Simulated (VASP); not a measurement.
# GaP (F-43m) in VASP: elastic constants with LDA

Aim: the elastic constants of GaP with LDA.

Program: VASP 6.6.1. These are calculated values, not measurements. Logs are shortened: lines on timing, memory, paths and dates and some standing lists are left out, and cuts for length are marked.

### 1 Starting point

It takes space group F-43m (No. 216, cubic). Conventional cell: a = 5.393 Å, b = 5.393 Å, c = 5.393 Å, α = 90.00°, β = 90.00°, γ = 90.00°. Ga (site symmetry -43m) has 4 P at 2.34 Å as nearest neighbours. Around P (site symmetry -43m) lie 4 Ga at 2.34 Å.

### 2 Elastic constants, LDA

The input, POSCAR:

```
GaP
1.0
    0.0000000000      2.6966856200      2.6966856200
    2.6966856200      0.0000000000      2.6966856200
    2.6966856200      2.6966856200      0.0000000000
  Ga              P
     1     1
Direct
     0.0000000000000000    0.0000000000000000    0.0000000000000000
     0.2500000000000000    0.2500000000000000    0.2500000000000000
```

The input, INCAR.step1:

```
PREC = Accurate ; ENCUT = 600
EDIFF = 1E-8 ; ISMEAR = 0
SIGMA = 0.03 ; LREAL = F
LASPH = T ; NELM = 80
ALGO = Fast ; ISIF = 3
LWAVE = F ; LCHARG = F
IBRION = 2 ; NSW = 40
EDIFFG = -0.002
```

The input, INCAR.step2:

```
PREC = Accurate ; ENCUT = 600
EDIFF = 1E-8 ; ISMEAR = 0
SIGMA = 0.03 ; LREAL = F
LASPH = T ; NELM = 80
ALGO = Fast ; ISIF = 3
LWAVE = F ; LCHARG = F
IBRION = 6 ; NFREE = 2
POTIM = 0.015 ; NSW = 1
```

The input, KPOINTS:

```
Automatic mesh
0
Gamma
  8 8 8
```

Potentials or basis: VASP PAW LDA potentials, release 64 (Ga_d, P).

The run is started by

```
cat potpaw_LDA.64/Ga_d/POTCAR potpaw_LDA.64/P/POTCAR > POTCAR
cp INCAR.step1 INCAR
mpirun -np 1 vasp_std > vasp.out
cp CONTCAR POSCAR
cp INCAR.step2 INCAR
mpirun -np 1 vasp_std > vasp.out
```

OUTCAR:

```text
PREC = Accurate
   ENCUT = 600
   EDIFF = 1E-8
   ISMEAR = 0
   LREAL = F
   LASPH = T
   NELM = 80
   ISIF = 3
   IBRION = 6
   NFREE = 2
   POTIM = 0.015
   NSW = 1

 ion  position               nearest neighbor table
   1  0.000  0.000  0.000-   2 2.34   2 2.34   2 2.34   2 2.34
   2  0.250  0.250  0.250-   1 2.34   1 2.34   1 2.34   1 2.34

  LATTYP: Found a face centered cubic cell.
 ALAT       =     5.3933712400

  Lattice vectors:

 A1 = (   0.0000000000,   2.6966856200,   2.6966856200)
 A2 = (   2.6966856200,   0.0000000000,   2.6966856200)
 A3 = (   2.6966856200,   2.6966856200,   0.0000000000)

Analysis of symmetry for initial positions (statically):
=====================================================================
 Subroutine PRICEL returns:
 Original cell was already a primitive cell.

 Routine SETGRP: Setting up the symmetry group for a
 face centered cubic supercell.

 Subroutine GETGRP returns: Found 24 space group operations
 (whereof 24 operations were pure point group operations)
 out of a pool of 48 trial point group operations.

The static configuration has the point symmetry T_d .

Analysis of symmetry for dynamics (positions and initial velocities):
=====================================================================
 Subroutine PRICEL returns:
 Original cell was already a primitive cell.

 Routine SETGRP: Setting up the symmetry group for a
 face centered cubic supercell.

 Subroutine GETGRP returns: Found 24 space group operations
 (whereof 24 operations were pure point group operations)
 out of a pool of 48 trial point group operations.

The dynamic configuration has the point symmetry T_d .

 Subroutine INISYM returns: Found 24 space group operations
 (whereof 24 operations are pure point group operations),
 and found     1 'primitive' translations

----------------------------------------------------------------------------------------

[... 722 lines left out ...]
     10       8.2776      0.00000
     11       9.0145      0.00000
     12      11.2835      0.00000
     13      12.7353      0.00000

 [... further k-points ...]

------------------------ aborting loop because EDIFF is reached ----------------------------------------

  FORCE on cell =-STRESS in cart. coord.  units (eV):
  Direction    XX          YY          ZZ          XY          YZ          ZX
  --------------------------------------------------------------------------------------
  -------------------------------------------------------------------------------------
  Total       -0.0026657      0.0000090      0.0000090      0.0000000      0.1205229      0.0000000
  in kB       -0.1088916      0.0003692      0.0003692      0.0000000      4.9233315      0.0000000
  external PRESSURE =      -0.0360511 kB  Pullay stress =       0.0000000 kB
[... 17 lines left out ...]
  FREE ENERGIE OF THE ION-ELECTRON SYSTEM (eV)
  ---------------------------------------------------
  free  energy   TOTEN  =       -10.4496499890 eV

  energy  without entropy=      -10.4496499890  energy(sigma->0) =      -10.44964999

 INTERNAL STRAIN TENSORS FROM STRAINED CELLS
 ============================================

 INTERNAL STRAIN TENSOR FOR ION    1 for displacements in x,y,z  (eV/Angst):
          X           Y           Z          XY          YZ          ZX
  --------------------------------------------------------------------------------
  x     0.00000     0.00000    -0.00000    -0.00000     8.06635    -0.00000
  y     0.00000     0.00000    -0.00000    -0.00000     0.00000     8.06589
  z     0.00000     0.00000    -0.00000     8.06686    -0.00000    -0.00000

 INTERNAL STRAIN TENSORS FROM DISPLACED ATOMS
 ============================================

 INTERNAL STRAIN TENSOR FOR ION    1 for displacements in x,y,z  (eV/Angst):
          X           Y           Z          XY          YZ          ZX
  --------------------------------------------------------------------------------
  x    -0.00000    -0.00000    -0.00000     0.00000     8.06273     0.00000
  y    -0.00000    -0.00000    -0.00000     0.00000     0.00000     8.06273
  z    -0.00000    -0.00000    -0.00000     8.06273     0.00000     0.00000

 INTERNAL STRAIN TENSOR FOR ION    2 for displacements in x,y,z  (eV/Angst):
          X           Y           Z          XY          YZ          ZX
  --------------------------------------------------------------------------------
  x     0.00000    -0.00000    -0.00000     0.00000    -8.04830     0.00000
  y    -0.00000    -0.00000    -0.00000     0.00000     0.00000    -8.04830
  z    -0.00000    -0.00000     0.00000    -8.04830     0.00000     0.00000

 Eigenvectors and eigenvalues of the dynamical matrix
 ----------------------------------------------------

   1 f  =   10.922255 THz    68.626551 2PiTHz  364.327202 cm-1    45.170796 meV
             X         Y         Z           dx          dy          dz
      0.000000  0.000000  0.000000     0.000000    0.000000   -0.554409
      1.348343  1.348343  1.348343     0.000000    0.000000    0.832244
[... 21 lines left out ...]
   6 f/i=    0.002681 THz     0.016848 2PiTHz    0.089442 cm-1     0.011089 meV
             X         Y         Z           dx          dy          dz
      0.000000  0.000000  0.000000     0.000000    0.000000    0.832244
      1.348343  1.348343  1.348343     0.000000    0.000000    0.554409

--------------------------------------------------------------------------------------------------------

 ELASTIC MODULI CONTR FROM IONIC RELAXATION (kBar)
 Direction    XX          YY          ZZ          XY          YZ          ZX
 --------------------------------------------------------------------------------
 XX          -0.0000      0.0000      0.0000     -0.0000      0.0000     -0.0000
 YY           0.0000     -0.0000     -0.0000     -0.0000     -0.0000     -0.0000
 ZZ           0.0000     -0.0000     -0.0000      0.0000     -0.0000     -0.0000
 XY          -0.0000     -0.0000      0.0000   -253.2707      0.0000      0.0000
 YZ           0.0000     -0.0000     -0.0000      0.0000   -253.2707      0.0000
 ZX          -0.0000     -0.0000     -0.0000      0.0000      0.0000   -253.2707
 --------------------------------------------------------------------------------

 TOTAL ELASTIC MODULI (kBar)
 Direction    XX          YY          ZZ          XY          YZ          ZX
 --------------------------------------------------------------------------------
 XX        1371.6326    589.5676    589.5676      0.0000      0.0000      0.0000
 YY         589.5676   1371.6326    589.5676      0.0000     -0.0000     -0.0000
 ZZ         589.5676    589.5676   1371.6326      0.0000      0.0000     -0.0000
 XY           0.0000      0.0000      0.0000    710.6025      0.0000      0.0000
 YZ           0.0000     -0.0000      0.0000      0.0000    710.6025      0.0000
 ZX           0.0000     -0.0000     -0.0000      0.0000      0.0000    710.6025
 --------------------------------------------------------------------------------
```

OUTCAR.step1:

```text
PREC = Accurate
   ENCUT = 600
   EDIFF = 1E-8
   ISMEAR = 0
   LREAL = F
   LASPH = T
   NELM = 80
[... 609 lines left out ...]
      0.00000      0.00000      0.00000        -0.000000      0.000000      0.000000
      1.34834      1.34834      1.34834         0.000000     -0.000000     -0.000000
 -----------------------------------------------------------------------------------
    total drift:                               -0.000000     -0.000000     -0.000000

  FREE ENERGIE OF THE ION-ELECTRON SYSTEM (eV)
  ---------------------------------------------------
  free  energy   TOTEN  =       -10.4508276237 eV

  energy  without entropy=      -10.4508276237  energy(sigma->0) =      -10.45082762

 reached required accuracy - stopping structural energy minimisation
```

OSZICAR.step1:

```text
N       E                     dE             d eps       ncg     rms          rms(c)
DAV:   1     0.847800564276E+02    0.84780E+02   -0.10131E+04   754   0.217E+03
DAV:   2    -0.437572406631E+01   -0.89156E+02   -0.85833E+02   844   0.357E+02
DAV:   3    -0.106611466345E+02   -0.62854E+01   -0.62504E+01   944   0.787E+01
DAV:   4    -0.107819621456E+02   -0.12082E+00   -0.12070E+00   963   0.114E+01
DAV:   5    -0.107847457949E+02   -0.27836E-02   -0.27833E-02   913   0.140E+00    0.447E+00
RMM:   6    -0.105044120325E+02    0.28033E+00   -0.35915E-01   852   0.572E+00    0.277E+00
RMM:   7    -0.104556616232E+02    0.48750E-01   -0.18097E-01   832   0.227E+00    0.114E+00
RMM:   8    -0.104506442198E+02    0.50174E-02   -0.20550E-02   873   0.161E+00    0.194E-01
RMM:   9    -0.104507517313E+02   -0.10751E-03   -0.43876E-03   920   0.717E-01    0.651E-02
RMM:  10    -0.104508471038E+02   -0.95372E-04   -0.75467E-04   992   0.296E-01    0.354E-02
RMM:  11    -0.104508231493E+02    0.23955E-04   -0.19871E-04   935   0.127E-01    0.209E-02
RMM:  12    -0.104508276625E+02   -0.45133E-05   -0.42157E-05  1048   0.586E-02    0.334E-02
RMM:  13    -0.104508274183E+02    0.24421E-06   -0.96422E-06   919   0.273E-02    0.205E-02
RMM:  14    -0.104508276589E+02   -0.24062E-06   -0.27028E-06  1040   0.132E-02    0.123E-02
RMM:  15    -0.104508276784E+02   -0.19487E-07   -0.42821E-07   892   0.583E-03    0.100E-02
RMM:  16    -0.104508276292E+02    0.49213E-07   -0.13254E-07   760   0.367E-03    0.609E-03
RMM:  17    -0.104508276237E+02    0.55688E-08   -0.48101E-08   645   0.194E-03
   1 F= -.10450828E+02 E0= -.10450828E+02  d E =-.104508E+02
```

Wall time 6.6 min (1 thread of Intel Xeon 6975P-C (Granite Rapids), shared host); peak memory 0.3 GiB.

Results:

| Property | Result |
| --- | --- |
| Elastic constants C11, C12, C44 | 137, 59, 71 GPa |
| Voigt bulk modulus | 85 GPa |
| Highest phonon frequency at Γ, LO-TO splitting left out | 364 cm⁻¹ |

Phonon frequencies in cm⁻¹ (negative: imaginary):
```
              q point        frequencies
(0.000, 0.000, 0.000)  0 0 0 364 364 364
```

Elastic tensor in Voigt notation (GPa, in the Cartesian axes of the cell as first typed):
```
137  59  59   0   0   0
 59 137  59   0   0   0
 59  59 137   0   0   0
  0   0   0  71   0   0
  0   0   0   0  71   0
  0   0   0   0   0  71
```

Clamped-ion elastic tensor (GPa):
```
137  59  59   0   0   0
 59 137  59   0   0   0
 59  59 137   0   0   0
  0   0   0  96   0   0
  0   0   0   0  96   0
  0   0   0   0   0  96
```
